**Question**

This is a k-mesh test for hcp ruthenium in LDA. The sweep value gives the mesh divisions along the three reciprocal axes, and the energy is counted from the densest mesh. The 5,5,3 mesh lands close to the final energy, yet the next two, denser meshes are worse. Which of these numbers can I believe? I have split that into the short questions below.

DFTK 0.8.2 plane-wave LDA calculations for hcp Ru (2-atom cell, fixed geometry), with dojo.nc.sr.lda.v0_4_1.standard pseudopotentials, a 1197.3 eV cutoff and Fermi-Dirac smearing of 0.05 eV. Spins are collinear, with parallel starting moments of 1 μB per atom. The sweep value is the k-mesh, and energies are free energies relative to the 14,14,8 mesh.

```csv
sweep value,energy less tightest (meV/atom),pressure (GPa),cell moment (μB)
"2,2,1",258.6,-5.091,0.979
"3,3,2",455.8,-2.951,0.000
"5,5,3",-5.3,-12.460,0.000
"7,7,4",29.1,-11.098,0.000
"8,8,4",-15.3,-11.791,0.000
"10,10,5",1.8,-11.598,0.000
"12,12,7",-6.0,-11.768,0.000
"14,14,8",0.0,-11.596,0.000
```

**Answer**

### 1. Is 2,2,1 really better than 3,3,2?

Its energy is closer to that of the densest mesh, 259 against 456 meV/atom, but it belongs to a different electronic state. The 2,2,1 run ends with a moment of 0.98 Bohr magnetons per cell. Every other run started from the same moments and lost them, in line with bulk ruthenium being nonmagnetic.

A mesh this coarse has only two inequivalent k-points, so a single level near the Fermi energy stands for a large part of the band structure. That can mimic a high density of states, which favours a moment. The row therefore mixes a sampling error with a false magnetic state, and I leave it out of what follows.

### 2. Why can a denser mesh be worse, or lie below the densest one?

A k-mesh is a rule for numerical integration. It doesn't restrict the wavefunctions as a small basis does, so its error can have either sign. An energy below that of the densest mesh isn't a better ground state.

In a metal the difficulty sits at the Fermi surface, where occupied states give way to empty ones. As the mesh changes, its points fall just inside or just outside that surface, and the sum counts too much or too little. Going from 7,7,4 to 8,8,4 changes only the in-plane divisions, yet the energy drops by 44 meV/atom and passes through the reference value. The error swings about zero while its size shrinks, so a single small value may be no more than a crossing.

### 3. How fast does the swing shrink?

A mesh with $N$ points describes the electrons as if the crystal repeated after a finite length $L$, with $L^3$ proportional to $N$. The mesh error is a sum of waves in $L$, one set for each part of the Fermi surface. What matters is how fast their amplitude falls.

Take one dimension first. Each k-point contributes its band energy, measured from the Fermi energy, if the state is occupied, and nothing if it is empty. Along the band this contribution rises to zero at the Fermi point and stays zero beyond it. This is a kink, and a kink gives waves that fall as $1/L^2$. In three dimensions a curved Fermi surface adds another factor $1/L$, because only small patches of it act in step. The amplitude then falls as $1/L^3$, that is, as $1/N$.

The 7,7,4 row, with 196 points and an error of 29.1 meV/atom, can set the scale. For the 1568 points of the densest mesh the rule gives $29.1 \times 196/1568 \approx 3.6$ meV/atom. The reference itself is thus probably uncertain by a few meV/atom.

This is a typical size, not a strict bound: 3,3,2 and, slightly, 12,12,7 exceed the value scaled from 7,7,4, while 5,5,3 and 10,10,5 fall far below it. Such scatter is what a swinging error produces, but so few meshes can't establish the exact power.

### 4. What would change with more smearing, or in an insulator?

Smearing rounds off the kink and damps the waves beyond a length of about $\hbar v/(\pi w)$, where $v$ is the electron speed at the Fermi surface and $w$ the smearing width. With a rough value for $v$, this length is a few tens of ångströms here. The 14,14,8 mesh repeats after 34 Å along the c axis, so on this estimate damping only begins to help at the dense end of the table. Waves from slower d electrons are damped sooner.

Tripling the width would cut the damping length to a third and calm the swings on much coarser meshes. The price is that the free energy then converges to the value for hotter electrons.

An insulator is the opposite limit. Its bands are either full or empty, there is no Fermi surface and no kink, and the mesh error falls exponentially once the mesh is fine enough. A mesh that serves for an insulator with a similar cell is therefore a poor guide for ruthenium.

### 5. So is 5,5,3 converged?

Its energy is only 5.3 meV/atom below the reference, but its pressure is off by 0.86 GPa. That is more than the pressure errors of 7,7,4 and 8,8,4, whose energies look worse. To see why this is suspicious, consider how the two errors should be linked.

Suppose that compression widens all bands by the same factor and changes nothing else. The same k-points stay occupied, so the energy error $\Delta E$ per atom grows in proportion to the band width. For d bands the width varies roughly as $V^{-5/3}$, where $V$ is the volume per atom. Pressure is minus the slope of energy with volume, so the pressure error is

$$\Delta P = -\frac{d\,\Delta E}{dV} = \frac{5}{3}\,\frac{\Delta E}{V}.$$

For 7,7,4, $\Delta E$ is 0.0291 eV and $V$ is 13.57 Å³. Their ratio is 0.0021 eV/Å³, or 0.34 GPa, and five thirds of that is 0.57 GPa. The table gives $-11.098 + 11.596 = 0.50$ GPa. This estimate has no adjustable constant.

The coarse 3,3,2 mesh shows that the exponent matters. The d-band rule predicts an error of 9.0 GPa and the calculation gives 8.6. Free-electron bands, whose width varies as $V^{-2/3}$, would give only 3.6 GPa. The 8,8,4 mesh is less clear: the calculation gives −0.195 GPa, between the −0.30 of the d-band rule and the −0.12 of free-electron bands, and slightly nearer the latter. The three densest meshes differ among themselves by almost as much as these two predictions do, so this row can't choose between them.

For 5,5,3 the d-band rule predicts a pressure error of about −0.1 GPa, some eight times too small. If the bands really scaled together, energy and pressure errors would vanish together. Real s and d bands respond differently to compression, so their energy errors can cancel at one volume while the pressure errors don't. The Fermi surface can also shift past the mesh points as the volume changes. The table can't tell these causes apart, but either would make the good energy of 5,5,3 a coincidence of this volume, and the pressure exposes it.

### 6. Is the pressure of about −11.6 GPa a mesh error too?

No. The three densest meshes agree on it to within 0.17 GPa. A negative pressure means that the cell wants to shrink. With a bulk modulus of roughly 300 GPa, the lengths would contract by about 1.3%.

The cell is close to the measured one, and LDA is known to bind metals too tightly. Zero-point motion and thermal expansion, absent from this static calculation, would lengthen the real crystal slightly and explain only a small part of the difference. A denser mesh won't remove this pressure. The cutoff was not varied here, so a small share from the finite basis can't be excluded.

### 7. Which digits can I trust, and which mesh should I use?

For the energy, trust the tens of meV/atom. The three densest meshes still spread over 7.8 meV/atom, so the last whole digit is unsettled and the decimal carries no physical information. The 1.8 meV/atom of 10,10,5 should not be read as convergence to 2 meV/atom, because 12,12,7 moves away again.

If 10 meV/atom is good enough, 10,10,5 is a sensible choice: the two denser meshes stay within that distance of it, and 14,14,8 takes 2.7 times as many applications of the Hamiltonian. That is no guarantee, though: the $1/N$ rule gives a typical error of about 11 meV/atom for a mesh of this size, slightly above the bound. If you are comparing crystal structures that differ by a few meV/atom, even the densest mesh here is not safely converged, since the errors of different cells need not cancel.

Lattice lengths are more forgiving. With the same rough bulk modulus, the pressure error of 7,7,4 changes them by less than 0.1%, far less than the contraction that LDA asks for. In either case, judge convergence by the swing over several successive meshes, and look at the pressure as well as the energy. The printed output below gives both estimates for each mesh.

Numerical output:

```
Energy error and number of mesh points:
      row  all points  inequivalent points  energy error meV/atom  size of error times points eV/atom  envelope from 7x7x4 row meV/atom
    2,2,1           4                    2                  258.6                               1.034                              1426
    3,3,2          18                    6                  455.8                               8.204                             316.9
    5,5,3          75                   10                   -5.3                              0.3975                             76.05
    7,7,4         196                   24                   29.1                               5.704                              29.1
    8,8,4         256                   30                  -15.3                               3.917                             22.28
  10,10,5         500                   42                    1.8                                 0.9                             11.41
  12,12,7        1008                   76                     -6                               6.048                             5.658
  14,14,8        1568                  120                      0                                   0                             3.638
Pressure error against band scaling:
      row  pressure error GPa  d-band scaling GPa  free-electron scaling GPa  rough error of relaxed length percent
    2,2,1               6.505               5.089                      2.035                                 0.7228
    3,3,2               8.645               8.969                      3.588                                 0.9606
    5,5,3              -0.864             -0.1043                   -0.04172                                 -0.096
    7,7,4               0.498              0.5726                     0.2291                                0.05533
    8,8,4              -0.195             -0.3011                    -0.1204                               -0.02167
  10,10,5              -0.002             0.03542                    0.01417                             -0.0002222
  12,12,7              -0.172             -0.1181                   -0.04723                               -0.01911
  14,14,8                   0                   0                          0                                      0
Moment per atom on the 2x2x1 mesh (Bohr magneton): 0.4895
Energy of 7x7x4 less that of 8x8x4 (meV/atom): 44.4
Energy spread of the three densest meshes (meV/atom): 7.8
Pressure spread of the three densest meshes (GPa): 0.172
Pressure error over energy error per volume on 3x3x2 (no unit): 1.606
Pressure error over energy error per volume on 7x7x4 (no unit): 1.449
Pressure error over energy error per volume on 8x8x4 (no unit): 1.079
Pressure error over energy error per volume on 5x5x3 (no unit): 13.81
Rough shrinkage of lengths that the densest-mesh pressure asks for (percent): 1.288
Damping length from smearing, order of magnitude (angstrom): 25.46
Repeat length along c of the 14x14x8 mesh (angstrom): 34.26
Work of 14x14x8 over work of 10x10x5 (ratio): 2.682
```
